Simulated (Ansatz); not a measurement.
# YN: the cost of one run

Method: DFT, plane waves, PAW, no spin polarisation, in Ansatz 0.2.0.

### 1 The system as given

The cell holds 16 atoms (N8Y8): a = 6.924 Å, b = 6.924 Å, c = 6.924 Å, α = 60.00°, β = 60.00°, γ = 60.00°.

Structure file:

```xyz
16
Lattice="0.0000 4.8961 4.8961 4.8961 0.0000 4.8961 4.8961 4.8961 0.0000" Properties=species:S:1:pos:R:3 pbc="T T T"
Y     0.0000    0.0000    0.0000
N     2.4480    2.4480    2.4480
Y     2.4480    2.4480    0.0000
N     4.8961    4.8961    2.4480
Y     2.4480    0.0000    2.4480
N     4.8961    2.4480    4.8961
Y     4.8961    2.4480    2.4480
N     7.3441    4.8961    4.8961
Y     0.0000    2.4480    2.4480
N     2.4480    4.8961    4.8961
Y     2.4480    4.8961    2.4480
N     4.8961    7.3441    4.8961
Y     2.4480    2.4480    4.8961
N     4.8961    4.8961    7.3441
Y     4.8961    4.8961    4.8961
N     7.3441    7.3441    7.3441
```

### 2 Run 1: PBEsol

The input, input.yaml:

```yaml
crystal:
  lattice:
    - [0.0, 4.8960959512, 4.8960959512]
    - [4.8960959512, 0.0, 4.8960959512]
    - [4.8960959512, 4.8960959512, 0.0]
  atoms:
    - { symbol: "Y", position: [0.0, 0.0, 0.0] }
    - { symbol: "N", position: [0.25, 0.25, 0.25] }
    - { symbol: "Y", position: [0.0, 0.0, 0.5] }
    - { symbol: "N", position: [0.25, 0.25, 0.75] }
    - { symbol: "Y", position: [0.0, 0.5, 0.0] }
    - { symbol: "N", position: [0.25, 0.75, 0.25] }
    - { symbol: "Y", position: [0.0, 0.5, 0.5] }
    - { symbol: "N", position: [0.25, 0.75, 0.75] }
    - { symbol: "Y", position: [0.5, 0.0, 0.0] }
    - { symbol: "N", position: [0.75, 0.25, 0.25] }
    - { symbol: "Y", position: [0.5, 0.0, 0.5] }
    - { symbol: "N", position: [0.75, 0.25, 0.75] }
    - { symbol: "Y", position: [0.5, 0.5, 0.0] }
    - { symbol: "N", position: [0.75, 0.75, 0.25] }
    - { symbol: "Y", position: [0.5, 0.5, 0.5] }
    - { symbol: "N", position: [0.75, 0.75, 0.75] }
kpoints:
  mp_grid: { grid: [2, 2, 2] }
hamiltonian:
  xc: pbesol
scf:
  occupations: { method: fermi_dirac, width: 0.02 }
md:
  ensemble: nvt_langevin
  temperature: 200
  timestep: 2.0
  n_steps: 20
  initial_velocities: maxwell_boltzmann
  seed: 19
```

On the command line:

```console
ansatz run input.yaml --threads 4 --pin off --max-ram 3686MiB --backend cpu --events-out ev --progress --plain --runs-dir out
```

Q: Estimate wall time and peak memory on 4 threads of Intel Xeon Platinum 8259CL at 2.50GHz (Skylake/Cascade Lake), shared host.

About 42 s, with a peak of 0.89 GiB.
